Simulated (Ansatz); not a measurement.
# N started on an O site in α-quartz SiO2, 72 atoms, charge +1

These are results of DFT, PBEsol, PAW, plane waves (Ansatz), not measurements.

Command:

```sh
ansatz run in.yaml --threads 8 --pin off --max-ram 118750MiB --runs-dir r --events-out ev --progress --plain --backend cuda --devices 0,
```

The input less its lattice and atoms (starting moments on atoms near the defect: 2 μB in all):

```yaml
crystal:
  symmetry: { detect: false }
kpoints:
  mp_grid: { grid: [1, 1, 1], shift: [0.25, 0.25, 0.25] }
hamiltonian:
  xc: pbesol
total_charge: 1
magnetization:
  spin_polarized: true
scf:
  occupations: { method: fermi_dirac, width: 0.01 }
relax:
  f_tol: 0.03
  max_steps: 80
  escape_saddle: false
  adjacent_minimum: "off"
output:
  forces: true
  eigenvalues: true
  populations: true
  charged_corrections: { epsilon: 4.5 }
```

Start:

```xyz
72
Lattice="9.9016 0.0000 0.0000 -4.9508 8.5751 0.0000 0.0000 0.0000 10.8859" Properties=species:S:1:pos:R:3 pbc="T T T"
Si    2.3186    0.0200    1.7901
Si    2.3133    0.0200    7.2530
Si   -0.1221    4.2545    1.8095
Si   -0.1182    4.3169    7.2230
Si    7.3211    0.0199    1.8049
Si    2.3305    8.5709    7.2454
Si    4.7913    4.2987    1.7945
Si    4.7973    4.3002    7.2491
Si    8.7182    1.9988    3.6194
Si   -1.1363    2.0285    9.0906
Si    6.2528    6.3138    3.6018
Si    6.2475    6.2622    9.0573
Si    3.7980    1.9912    3.6217
Si    3.8102    2.0481    9.0874
Si    1.2999    6.3299    3.6360
Si    1.3160    6.2877    9.0751
Si    1.3479    2.2736   10.8841
Si    1.2834    2.2684    5.4709
Si   -1.1726    6.5477    0.0113
Si   -1.1227    6.5625    5.4540
Si    6.2860    2.2528    0.0167
Si    6.2521    2.2394    5.4227
Si    3.7951    6.5525    0.0037
Si    3.7546    6.5589    5.4524
O     1.3841    1.1350    1.1826
O     1.4281    1.1800    6.5980
O    -1.0936    5.4488    1.1559
O    -1.1230    5.4052    6.6229
O     6.3447    1.1689    1.1760
O     6.3377    1.1308    6.5974
O     3.8749    5.4069    1.1724
O     3.8592    5.3810    6.6136
O     3.2869    0.6039    2.9660
O     3.2571    0.5856    8.4022
O     0.7944    4.9297    2.9689
O     0.7806    4.8912    8.4585
O     8.2199    0.6246    2.9586
O     8.2360    0.6766    8.4093
O     5.7439    4.9086    2.9870
O     5.7244    4.9261    8.4377
O     2.7844    2.5301   10.2536
O     0.3256    6.8263    4.7870
O     0.3216    6.7671   10.2530
O     7.7284    2.5159    4.7643
O     7.7302    2.5223   10.2165
O     5.2584    6.8260    4.8440
O     5.2492    6.7914   10.2593
O     0.2880    1.7304    4.2771
O     0.3321    1.7363    9.7035
O    -2.1758    6.0381    4.2590
O    -2.1838    6.0341    9.7279
O     5.2720    1.7813    4.2634
O     5.2469    1.7545    9.7329
O     2.7515    6.0708    4.2872
O     2.7810    6.0634    9.7117
O    -1.0758    3.1426    2.4229
O    -1.0883    3.1329    7.9448
O    -3.5673    7.4366    2.4964
O    -3.5646    7.4539    7.9008
O     3.8536    3.1243    2.4475
O     3.8822    3.1428    7.8928
O     1.4014    7.4272    2.4591
O     1.4141    7.4228    7.9038
O     0.8077    3.6559    0.6828
O     0.7844    3.6815    6.1057
O    -1.6819    7.9181    0.6635
O    -1.6923    7.9323    6.1043
O     5.7457    3.6633    0.6408
O     5.7637    3.6863    6.1169
O     3.2063    7.9213    0.6427
O     3.3130    7.9624    6.0834
N     2.7582    2.5259    4.7677
```

Steps:

| step | energy less the first (eV) | largest force component (eV/Å) |
| --- | --- | --- |
| start | 0.000 | 3.089 |
| 1 | -0.878 | 2.205 |
| 2 | -1.736 | 0.354 |
| 3 | -1.776 | 0.180 |
| 4 | -1.780 | 0.141 |
| 5 | -1.781 | 0.059 |
| 6 | -1.782 | 0.020 |

End:

```
Si O N
1.0
     9.90164    0.00000    0.00000
    -4.95082    8.57507    0.00000
     0.00000    0.00000   10.88588
Si O N
24 47 1
Direct
  0.23146 0.99785 0.16287
  0.23780 0.99528 0.66958
  0.23799 0.49965 0.16612
  0.23251 0.50363 0.67116
  0.73071 0.99846 0.16542
  0.73744 0.00010 0.66783
  0.74368 0.50560 0.16293
  0.73369 0.50069 0.66782
  0.99449 0.23453 0.33062
  0.00154 0.23362 0.83495
  0.00131 0.73683 0.33486
  0.99921 0.73301 0.83481
  0.50991 0.22985 0.32100
  0.50223 0.23489 0.83319
  0.50002 0.73336 0.33328
  0.50145 0.73744 0.83396
  0.26876 0.26704 0.99888
  0.24719 0.26084 0.50796
  0.26386 0.76193 0.99976
  0.26636 0.76540 0.49994
  0.76656 0.26426 0.99986
  0.76848 0.26794 0.50377
  0.76648 0.76758 0.99868
  0.76453 0.76459 0.50034
  0.20943 0.13692 0.10799
  0.20933 0.13132 0.61075
  0.20864 0.63379 0.10916
  0.20436 0.63519 0.60844
  0.70147 0.13343 0.10842
  0.71237 0.13703 0.60971
  0.70954 0.63564 0.10583
  0.70316 0.63240 0.60728
  0.36989 0.06898 0.26846
  0.36820 0.07065 0.77626
  0.36682 0.56905 0.27552
  0.36671 0.57500 0.77504
  0.86047 0.07210 0.27415
  0.87040 0.07152 0.77384
  0.86952 0.57477 0.27341
  0.86233 0.57172 0.77650
  0.43114 0.29377 0.94134
  0.42779 0.79104 0.44163
  0.42768 0.79494 0.94106
  0.92775 0.29949 0.43749
  0.92864 0.28799 0.94469
  0.92750 0.79278 0.44272
  0.92983 0.79708 0.94061
  0.12178 0.19937 0.39826
  0.13871 0.20792 0.89077
  0.13614 0.70905 0.39225
  0.13062 0.70061 0.89390
  0.63226 0.20376 0.39775
  0.63867 0.20948 0.89051
  0.63459 0.70533 0.39177
  0.63477 0.70753 0.89197
  0.07559 0.36319 0.22386
  0.07087 0.36738 0.72864
  0.07268 0.87027 0.22864
  0.07447 0.86214 0.72584
  0.57977 0.36673 0.22127
  0.56994 0.36298 0.72284
  0.56932 0.86381 0.22515
  0.57401 0.86872 0.72675
  0.29787 0.42940 0.05812
  0.28857 0.42664 0.56288
  0.28910 0.92462 0.05671
  0.29801 0.92947 0.55880
  0.79999 0.42925 0.05789
  0.79346 0.42975 0.55937
  0.79265 0.92877 0.05861
  0.79371 0.92734 0.55902
  0.41158 0.28342 0.42784
```

Self-consistency was reached.

Time: 11 s of wall time on one NVIDIA GB300 with 8 processor threads, on a host shared with other runs; peak host memory 2 GiB.

Q: How much energy did the relaxation gain, and which atom moved most?

A: 1.78 eV in 6 steps, from a start with small random displacements; atom 13 (Si) moved 0.17 Å, the median atom 0.05 Å (drift of the whole cell removed).

The moment started at 2 μB and ended at 2.0 μB; no other spin state is shown. The one k point has no symmetry partners, which can distort the end along one axis.
